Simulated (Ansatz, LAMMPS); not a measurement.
# Al2O3 with crystalline order left by the classical run (155 atoms) under strain, part 3 of 3

How stiff is Al2O3 with crystalline order left by the classical run (155 atoms), and how do its levels respond to strain?

Ansatz 0.2.0; Kohn-Sham DFT, PBE, PAW (set soft_1), plane waves.

The cell: 62 Al and 93 O. The quench rate of 20 K/ps is orders of magnitude faster than experiment. The network of bonds at the start is that of the classical potential that made the cell. The Brillouin zone is sampled at Γ only.

So far. Step 8 (Volume +6 %): The relaxation converged after 9 steps, 1.05 eV below its start, with a largest force component of 0.020 eV/Å. Step 8 (Volume +6 %): Volume +6 %: the energy stands 2.09 eV above that of the reference, at a pressure of -6.41 GPa.

## (9) Volume -10 %

The relaxed cell is scaled to another volume.

input.yaml

```yaml
crystal:
  lattice:
    - [10.80754, -0.33595, -0.00826]
    - [-0.33595, 10.61782, 0.23781]
    - [-0.00826, 0.23781, 11.49107]
  atoms:
    [... the 155 atom lines of step 4 ...]
kpoints:
  mp_grid: { grid: [1, 1, 1] }
hamiltonian:
  xc: pbe
  pseudopotentials: { kind: paw, azcp: { folder: soft_1 } }
scf:
  occupations: { method: fixed }
output:
  forces: true
  eigenvalues: true
  stress: true
relax:
  f_tol: 0.05
  max_steps: 70
```

The run is started by

```bash
$ ansatz run input.yaml --threads 4 --pin off --max-ram 8192MiB --backend cpu --events-out ev --progress --plain --runs-dir out
```

Numbers of over 12 decimals in the logs are rounded to 6 here.

The program printed:

```text
[...]
Crystal: 155 atoms, lattice volume = 1316.722 Å³
Basis set: ecut = 420 eV, 25727 PW (Γ), exchange–correlation on 150×144×160 points (8 copies of the dense FFT grid, shifted against one another)
Bands: 527, of which v1, the nominal top of the filled ones, is band 372 counted from 1 (371 counted from 0)
Symmetry: 1 space group operations
[...]
k-points: 1
[...]
SCF iter   1: F=—  HF=-86378.619533 eV  |F-HF|=—  |Δ(HF+E_count)|=         —  Δρ=1.47e-1  dr2=2.61e2  ethr=3.10e-3  ⟨swp⟩=5.0  Hψ=1824  notcnv=0  defer=151
[...]
SCF iter   7: F=—  HF=-86303.454410 eV  |F-HF|=—  |Δ(HF+E_count)|=   1.41e-3  Δρ=2.05e-4  dr2=4.00e-4  ethr=1.73e-7  ⟨swp⟩=2.0  Hψ=754  notcnv=0  defer=153
SCF iter   8: F=-86303.454416 eV  HF=-86303.454404 eV  |F-HF|=1.24e-5  |Δ(HF+E_count)|=   6.42e-6  Δρ=3.49e-5  dr2=1.48e-5  ethr=8.40e-9  ⟨swp⟩=20.0  Hψ=4238  notcnv=0
SCF 1 converged in 8 iterations: F = -86303.454416 eV  dr2 = 1.48e-5
[...]
relax step   1: F+E_penalty+E_count = -86303.45441599 eV  Δ(F+E_penalty+E_count) = +0.000e0 eV  max|allowed force component| = 1.108e0 eV/Å  Δτ_max = 0.0000 Å  (8 SCF iters, dr2 threshold 6.25e-5 eV, accepted)
[...]
relax step   2: F+E_penalty+E_count = -86304.45615148 eV  Δ(F+E_penalty+E_count) = -1.002e0 eV  max|allowed force component| = 7.399e-1 eV/Å  Δτ_max = 0.0650 Å  (5 SCF iters, dr2 threshold 7.67e-5 eV, accepted)
[...]
relax step   3: F+E_penalty+E_count = -86305.46826344 eV  Δ(F+E_penalty+E_count) = -1.012e0 eV  max|allowed force component| = 8.403e-1 eV/Å  Δτ_max = 0.1485 Å  (6 SCF iters, dr2 threshold 3.42e-5 eV, accepted)
relax step   4: F+E_penalty+E_count = -86305.91210639 eV  Δ(F+E_penalty+E_count) = -4.438e-1 eV  max|allowed force component| = 4.204e-1 eV/Å  Δτ_max = 0.2000 Å  (5 SCF iters, dr2 threshold 1.00e-4 eV, accepted)
relax step   5: F+E_penalty+E_count = -86306.05239593 eV  Δ(F+E_penalty+E_count) = -1.403e-1 eV  max|allowed force component| = 1.011e-1 eV/Å  Δτ_max = 0.2000 Å  (6 SCF iters, dr2 threshold 4.43e-5 eV, accepted)
[...]
relax step   6: F+E_penalty+E_count = -86306.09672535 eV  Δ(F+E_penalty+E_count) = -4.433e-2 eV  max|allowed force component| = 4.946e-2 eV/Å  Δτ_max = 0.1347 Å  (9 SCF iters, accepted)
SCF converged after 9 iterations
Free energy (F): -86306.096725 eV
[...]
Internal energy: -86306.096725 eV  (E = F + TS)
E sigma→0 (E₀):  -86306.096725 eV
Fermi energy:    8.788855 eV
[...]
Σ components = -86306.096725   (vs F -86306.096725, Δ=0.00e0)
--- Forces (eV/Å), atoms counted from 1 ---
  atom   1  Al    -0.01062409    -0.00796698     0.00433484
  atom   2  Al     0.03766989    -0.00598696    -0.02749800
  atom   3  Al    -0.00353820     0.00054553     0.00191199
  atom   4  Al     0.00951367    -0.01756122    -0.00898060
[...]
atom 155  O      0.00388779    -0.01082880     0.00689086
  max |Σ_I F_I| component: 1.39e-4 eV/Å
--- Stress (GPa, compression-positive) ---
       21.123247       0.236664       1.452467
        0.236662      21.754811       0.081738
        1.452462       0.081737      21.658748
  P = ⅓ Tr σ = 21.5123 GPa (215.123 kbar)
--- Band table (eV) ---
[...]
--- Relaxed structure (6 steps of the walk, 6 accepted, 0 SCFs on fresh bases) ---
  F+E_penalty+E_count = -86306.09672535 eV   max|allowed force component| = 4.946e-2 eV/Å
  atoms:
    - { symbol: Al, position: [0.271966, 0.786315, 0.261457] }
    - { symbol: Al, position: [0.604916, 0.662304, 0.341017] }
    - { symbol: Al, position: [0.842236, 0.150264, 0.608468] }
    - { symbol: Al, position: [1.002908, 0.808748, 0.487426] }
[...]
- { symbol: O, position: [0.665518, 0.631780, 0.875058] }
```

The job ended after 87 s (4 threads of Intel Xeon Platinum 8488C (Sapphire Rapids), shared host; peak memory 2.1 GiB).

The relaxation converged after 6 steps, 2.64 eV below its start, with a largest force component of 0.049 eV/Å.

Volume -10 %: the energy stands 8.82 eV above that of the reference, at a pressure of 21.5 GPa.

## (10) Stretched by 1 % along x

The relaxed cell is strained along x alone, which gives the stiffness along x and its coupling to y and z.

input.yaml, the sections that differ from step 9:

```yaml
crystal:
  lattice:
    - [11.30579, -0.34796, -0.00856]
    - [-0.35144, 10.99734, 0.24631]
    - [-0.00865, 0.24631, 11.90181]
  atoms:
    [... the 155 atom lines of step 4 ...]
# kpoints, hamiltonian, scf, output, relax: as in step 9
```

The program printed:

```text
[...]
Crystal: 155 atoms, lattice volume = 1477.654 Å³
Basis set: ecut = 420 eV, 28891 PW (Γ), exchange–correlation on 160×150×160 points (8 copies of the dense FFT grid, shifted against one another)
Bands: 527, of which v1, the nominal top of the filled ones, is band 372 counted from 1 (371 counted from 0)
Symmetry: 1 space group operations
[...]
k-points: 1
[...]
SCF iter   1: F=—  HF=-86378.128662 eV  |F-HF|=—  |Δ(HF+E_count)|=         —  Δρ=1.27e-1  dr2=2.36e2  ethr=3.10e-3  ⟨swp⟩=5.0  Hψ=1782  notcnv=0  defer=152
[...]
SCF iter   7: F=—  HF=-86314.739498 eV  |F-HF|=—  |Δ(HF+E_count)|=   1.31e-3  Δρ=1.97e-4  dr2=4.68e-4  ethr=2.25e-7  ⟨swp⟩=2.0  Hψ=897  notcnv=0  defer=153
SCF iter   8: F=-86314.739551 eV  HF=-86314.739535 eV  |F-HF|=1.55e-5  |Δ(HF+E_count)|=   3.73e-5  Δρ=3.65e-5  dr2=2.30e-5  ethr=8.40e-9  ⟨swp⟩=23.0  Hψ=3998  notcnv=0
SCF 1 converged in 8 iterations: F = -86314.739551 eV  dr2 = 2.30e-5
[...]
relax step   1: F+E_penalty+E_count = -86314.73955071 eV  Δ(F+E_penalty+E_count) = +0.000e0 eV  max|allowed force component| = 2.232e-1 eV/Å  Δτ_max = 0.0000 Å  (8 SCF iters, dr2 threshold 6.25e-5 eV, accepted)
[...]
relax step   2: F+E_penalty+E_count = -86314.76181322 eV  Δ(F+E_penalty+E_count) = -2.226e-2 eV  max|allowed force component| = 1.580e-1 eV/Å  Δτ_max = 0.0098 Å  (5 SCF iters, dr2 threshold 3.11e-6 eV, accepted)
[...]
relax step   3: F+E_penalty+E_count = -86314.78319680 eV  Δ(F+E_penalty+E_count) = -2.138e-2 eV  max|allowed force component| = 7.419e-2 eV/Å  Δτ_max = 0.0166 Å  (8 SCF iters, accepted)
[...]
relax step   4: F+E_penalty+E_count = -86314.79623646 eV  Δ(F+E_penalty+E_count) = -1.304e-2 eV  max|allowed force component| = 2.691e-2 eV/Å  Δτ_max = 0.0586 Å  (8 SCF iters, accepted)
SCF converged after 8 iterations
Free energy (F): -86314.796236 eV
[...]
Internal energy: -86314.796236 eV  (E = F + TS)
E sigma→0 (E₀):  -86314.796236 eV
Fermi energy:    7.096624 eV
[...]
Σ components = -86314.796236   (vs F -86314.796236, Δ=0.00e0)
--- Forces (eV/Å), atoms counted from 1 ---
  atom   1  Al    -0.00861880     0.00869416    -0.00704445
  atom   2  Al     0.00625884    -0.01198697     0.00276458
  atom   3  Al     0.00579306    -0.00321097    -0.01492809
  atom   4  Al     0.00362112    -0.00258083     0.00010872
[...]
atom 155  O      0.00339365    -0.00140629     0.00342356
  max |Σ_I F_I| component: 9.39e-5 eV/Å
--- Stress (GPa, compression-positive) ---
       -2.603575      -0.108510      -0.071892
       -0.108508      -0.785236      -0.022238
       -0.071897      -0.022244      -1.117277
  P = ⅓ Tr σ = -1.5020 GPa (-15.020 kbar)
--- Band table (eV) ---
[...]
--- Relaxed structure (4 steps of the walk, 4 accepted, 0 SCFs on fresh bases) ---
  F+E_penalty+E_count = -86314.79623646 eV   max|allowed force component| = 2.691e-2 eV/Å
  atoms:
    - { symbol: Al, position: [0.271231, 0.787330, 0.263785] }
    - { symbol: Al, position: [0.605616, 0.657706, 0.362999] }
    - { symbol: Al, position: [0.837342, 0.152073, 0.603907] }
    - { symbol: Al, position: [0.995236, 0.815199, 0.489561] }
[...]
- { symbol: O, position: [0.671773, 0.629685, 0.874055] }
```

Elapsed: 62 s, on 4 threads; peak memory 2.3 GiB; 3.9 min of CPU time.

The relaxation converged after 4 steps, 0.0567 eV below its start, with a largest force component of 0.027 eV/Å.

Stretched by 1 % along x: the energy stands 0.123 eV above that of the reference, at a pressure of -1.50 GPa.

## (11) Compressed by 1 % along x

The relaxed cell is strained along x alone, which gives the stiffness along x and its coupling to y and z.

input.yaml, the sections that differ from step 10:

```yaml
crystal:
  lattice:
    - [11.08191, -0.34796, -0.00856]
    - [-0.34448, 10.99734, 0.24631]
    - [-0.00847, 0.24631, 11.90181]
  atoms:
    [... the 155 atom lines of step 4 ...]
# kpoints, hamiltonian, scf, output, relax: as in step 10
```

The program printed:

```text
[...]
Crystal: 155 atoms, lattice volume = 1448.394 Å³
Basis set: ecut = 420 eV, 28325 PW (Γ), exchange–correlation on 150×150×160 points (8 copies of the dense FFT grid, shifted against one another)
Bands: 527, of which v1, the nominal top of the filled ones, is band 372 counted from 1 (371 counted from 0)
Symmetry: 1 space group operations
[...]
k-points: 1
[...]
SCF iter   1: F=—  HF=-86379.862444 eV  |F-HF|=—  |Δ(HF+E_count)|=         —  Δρ=1.30e-1  dr2=2.40e2  ethr=3.10e-3  ⟨swp⟩=5.0  Hψ=1804  notcnv=0  defer=151
[...]
SCF iter   8: F=-86314.730616 eV  HF=-86314.730603 eV  |F-HF|=1.25e-5  |Δ(HF+E_count)|=   1.24e-5  Δρ=3.73e-5  dr2=2.07e-5  ethr=8.40e-9  ⟨swp⟩=24.0  Hψ=4059  notcnv=0
SCF 1 converged in 8 iterations: F = -86314.730616 eV  dr2 = 2.07e-5
[...]
relax step   1: F+E_penalty+E_count = -86314.73061590 eV  Δ(F+E_penalty+E_count) = +0.000e0 eV  max|allowed force component| = 2.428e-1 eV/Å  Δτ_max = 0.0000 Å  (8 SCF iters, dr2 threshold 6.25e-5 eV, accepted)
[...]
relax step   2: F+E_penalty+E_count = -86314.75406668 eV  Δ(F+E_penalty+E_count) = -2.345e-2 eV  max|allowed force component| = 1.702e-1 eV/Å  Δτ_max = 0.0093 Å  (5 SCF iters, dr2 threshold 3.68e-6 eV, accepted)
[...]
relax step   3: F+E_penalty+E_count = -86314.78757685 eV  Δ(F+E_penalty+E_count) = -3.351e-2 eV  max|allowed force component| = 3.732e-2 eV/Å  Δτ_max = 0.0467 Å  (8 SCF iters, accepted)
SCF converged after 8 iterations
Free energy (F): -86314.787577 eV
[...]
Internal energy: -86314.787577 eV  (E = F + TS)
E sigma→0 (E₀):  -86314.787577 eV
Fermi energy:    7.363141 eV
[...]
--- Forces (eV/Å), atoms counted from 1 ---
  atom   1  Al    -0.01314417    -0.00528930     0.00364562
  atom   2  Al     0.00427928     0.00455226    -0.00149963
  atom   3  Al     0.01031263     0.00577768     0.01272551
  atom   4  Al    -0.01373373     0.00502734     0.00110380
  atom   5  Al    -0.02940091     0.01517387    -0.02424434
  atom   6  Al     0.00133197     0.00650873    -0.01046955
  atom   7  Al     0.01434250     0.01041375    -0.02027276
  atom   8  Al    -0.01049954     0.00494361     0.01163501
  atom   9  Al    -0.00975738     0.00597627     0.00745425
  atom  10  Al    -0.00545012     0.00391433    -0.00531894
  atom  11  Al     0.01029677     0.00817614    -0.00459157
  atom  12  Al     0.00859707    -0.01281484    -0.00017001
  atom  13  Al    -0.01192262    -0.00431359     0.01034046
  atom  14  Al    -0.00357146    -0.00572716     0.01379358
[...]
atom 154  O     -0.00309249     0.00383444    -0.00415294
  atom 155  O      0.00400567     0.00352973    -0.00339667
  max |Σ_I F_I| component: 3.30e-4 eV/Å
--- Stress (GPa, compression-positive) ---
        2.845615       0.122142       0.070964
        0.122143       0.927416       0.038191
        0.070959       0.038187       1.260851
  P = ⅓ Tr σ = 1.6780 GPa (16.780 kbar)
--- Band table (eV) ---
[...]
--- Relaxed structure (3 steps of the walk, 3 accepted, 0 SCFs on fresh bases) ---
  F+E_penalty+E_count = -86314.78757685 eV   max|allowed force component| = 3.732e-2 eV/Å
  atoms:
    - { symbol: Al, position: [0.271076, 0.784875, 0.262905] }
    - { symbol: Al, position: [0.608701, 0.659924, 0.360839] }
    - { symbol: Al, position: [0.837436, 0.151756, 0.603614] }
    - { symbol: Al, position: [0.995972, 0.815804, 0.489205] }
[...]
- { symbol: O, position: [0.669734, 0.630310, 0.874562] }
```

The job ended after 46 s (4 threads; peak memory 2.3 GiB; 2.9 min of CPU time).

The relaxation converged after 3 steps, 0.0570 eV below its start, with a largest force component of 0.037 eV/Å.

Compressed by 1 % along x: the energy stands 0.131 eV above that of the reference, at a pressure of 1.68 GPa.

## (12) Sheared by 2 % in xy

A shear of the relaxed cell gives the modulus that volume changes can't reach.

input.yaml, the sections that differ from step 11:

```yaml
crystal:
  lattice:
    - [11.19037, -0.23602, -0.00856]
    - [-0.23799, 10.99386, 0.24631]
    - [-0.0061, 0.24622, 11.90181]
  atoms:
    [... the 155 atom lines of step 4 ...]
# kpoints, hamiltonian, scf, output, relax: as in step 11
```

The program printed:

```text
[...]
Crystal: 155 atoms, lattice volume = 1462.878 Å³
Basis set: ecut = 420 eV, 28609 PW (Γ), exchange–correlation on 150×150×160 points (8 copies of the dense FFT grid, shifted against one another)
Bands: 527, of which v1, the nominal top of the filled ones, is band 372 counted from 1 (371 counted from 0)
Symmetry: 1 space group operations
[...]
k-points: 1
[...]
SCF iter   1: F=—  HF=-86378.962968 eV  |F-HF|=—  |Δ(HF+E_count)|=         —  Δρ=1.29e-1  dr2=2.38e2  ethr=3.10e-3  ⟨swp⟩=5.0  Hψ=1784  notcnv=0  defer=152
[...]
SCF iter   7: F=—  HF=-86314.670406 eV  |F-HF|=—  |Δ(HF+E_count)|=   1.34e-3  Δρ=2.01e-4  dr2=4.72e-4  ethr=2.13e-7  ⟨swp⟩=2.0  Hψ=753  notcnv=0  defer=153
SCF iter   8: F=-86314.670444 eV  HF=-86314.670430 eV  |F-HF|=1.38e-5  |Δ(HF+E_count)|=   2.39e-5  Δρ=3.71e-5  dr2=2.21e-5  ethr=8.40e-9  ⟨swp⟩=25.0  Hψ=3992  notcnv=0
SCF 1 converged in 8 iterations: F = -86314.670444 eV  dr2 = 2.21e-5
[...]
relax step   1: F+E_penalty+E_count = -86314.67044396 eV  Δ(F+E_penalty+E_count) = +0.000e0 eV  max|allowed force component| = 3.051e-1 eV/Å  Δτ_max = 0.0000 Å  (8 SCF iters, dr2 threshold 6.25e-5 eV, accepted)
[...]
relax step   2: F+E_penalty+E_count = -86314.71668958 eV  Δ(F+E_penalty+E_count) = -4.625e-2 eV  max|allowed force component| = 2.016e-1 eV/Å  Δτ_max = 0.0140 Å  (5 SCF iters, dr2 threshold 5.82e-6 eV, accepted)
[...]
relax step   3: F+E_penalty+E_count = -86314.78626228 eV  Δ(F+E_penalty+E_count) = -6.957e-2 eV  max|allowed force component| = 4.431e-2 eV/Å  Δτ_max = 0.0538 Å  (7 SCF iters, dr2 threshold 2.54e-6 eV, accepted)
[...]
relax step   4: F+E_penalty+E_count = -86314.78626243 eV  Δ(F+E_penalty+E_count) = -1.457e-7 eV  max|allowed force component| = 4.431e-2 eV/Å  Δτ_max = 0.0000 Å  (4 SCF iters, accepted)
SCF converged after 4 iterations
Free energy (F): -86314.786262 eV
[...]
Internal energy: -86314.786262 eV  (E = F + TS)
E sigma→0 (E₀):  -86314.786262 eV
Fermi energy:    7.215615 eV
[...]
Σ components = -86314.786262   (vs F -86314.786262, Δ=0.00e0)
--- Forces (eV/Å), atoms counted from 1 ---
  atom   1  Al     0.01042850     0.00268605     0.00402724
  atom   2  Al     0.03069439     0.01886428    -0.00712262
  atom   3  Al    -0.00246072    -0.00042011    -0.00611935
  atom   4  Al    -0.00765693     0.00390033     0.00491962
[...]
atom 155  O     -0.00461684    -0.01779779    -0.00521014
  max |Σ_I F_I| component: 2.94e-4 eV/Å
--- Stress (GPa, compression-positive) ---
       -0.137581      -1.315702       0.177804
       -1.315700       0.570287       0.383549
        0.177797       0.383544       0.241268
  P = ⅓ Tr σ = 0.2247 GPa (2.247 kbar)
--- Band table (eV) ---
[...]
--- Relaxed structure (4 steps of the walk, 4 accepted, 0 SCFs on fresh bases) ---
  F+E_penalty+E_count = -86314.78626243 eV   max|allowed force component| = 4.431e-2 eV/Å
  atoms:
    - { symbol: Al, position: [0.271861, 0.781100, 0.263927] }
    - { symbol: Al, position: [0.606984, 0.658398, 0.363503] }
    - { symbol: Al, position: [0.836834, 0.151390, 0.603508] }
    - { symbol: Al, position: [0.997000, 0.814383, 0.489612] }
[...]
- { symbol: O, position: [0.670969, 0.628665, 0.874831] }
```

The job ended after 62 s (4 threads; peak memory 2.3 GiB).

The relaxation converged after 4 steps, 0.116 eV below its start, with a largest force component of 0.044 eV/Å.

Sheared by 2 % in xy: the energy stands 0.132 eV above that of the reference, at a pressure of 0.225 GPa.

## (13) Pressure against volume

Atoms are relaxed at each volume, in the scaled cell.

| volume change (%) | volume (Å³/atom) | energy change (meV/atom) | pressure (GPa) | largest move on relaxing (Å) | bonds | gap (eV) |
| --- | --- | --- | --- | --- | --- | --- |
| -10 | 8.495 | 56.92 | 21.51 | 0.64 | 354 | 4.76 |
| -6 | 8.873 | 18.48 | 11.43 | 0.63 | 347 | 4.45 |
| -3 | 9.156 | 4.50 | 5.17 | 0.21 | 347 | 4.21 |
| +0 | 9.439 | 0.00 | 0.01 | - | 344 | 4.00 |
| +3 | 9.722 | 3.79 | -4.04 | 0.19 | 340 | 3.81 |
| +6 | 10.005 | 13.45 | -6.41 | 0.50 | 330 | 3.65 |

## (14) Uniaxial strain and shear

Stress (GPa, compression positive) less that of the relaxed cell, atoms relaxed:

| strain | xx | yy | zz | xy | energy change (meV/atom) |
| --- | --- | --- | --- | --- | --- |
| stretched by 1 % along x | -2.606 | -0.782 | -1.159 | -0.099 | 0.79 |
| compressed by 1 % along x | 2.843 | 0.930 | 1.219 | 0.131 | 0.85 |
| sheared by 2 % in xy | -0.140 | 0.573 | 0.200 | -1.306 | 0.85 |

## (15) Outcome

The bulk modulus, from the slope of pressure against ln V over the three points nearest the relaxed volume, is 153 GPa; a quadratic over all points gives a pressure derivative of about 7.5. The count of bonds runs from 330 to 354 over the series, so at some points contacts cross the cutoffs. At -10 % and -6 % some atom moved by over 0.5 Å on relaxing, so those points may sit in another local minimum. The gap goes from 4.76 eV at the smallest volume to 3.65 eV at the largest, -6.9 eV per unit of ln V by a straight line, on the run's k-points. In the Cartesian axes of the cell, finite differences give C11 = 272, C12 = 85.6, C13 = 119 and C66 = 65.3 GPa (the shear of 2 % is the engineering strain, εxy = 0.01). The mean of C11, C12 and C13, which equals the bulk modulus in a cubic or isotropic solid, is 159 GPa: it agrees with the bulk modulus within 10 %. For an isotropic solid C66 would equal (C11 − C12)/2 = 93.4 GPa; so small a sample needn't be isotropic, and C66 rests on one shear. With the bulk modulus and C66 as K and G, Young's modulus would be about 172 GPa and Poisson's ratio 0.31.

Caveats: Strains are finite and relaxations stop at the force tolerance of the input, which can leave moduli too stiff; they are those of a static cell at zero temperature. Volumes are changed with the cell's shape held, so in an anisotropic solid the modulus lies over the one under free hydrostatic load. The program notes that the SCF threshold of the relaxations is loose for the stress.

The DFT runs together took 15 min of wall time.

[Logs are printed without paths, hosts, clocks, repeated set-up lines and the standing remarks that a program may print on its own settings, such as how far it seeks lower states.]

[Hosts, paths, dates, database ids (printed as entryN), source tags and the programs' standing remarks are cut or masked in the printed files.]
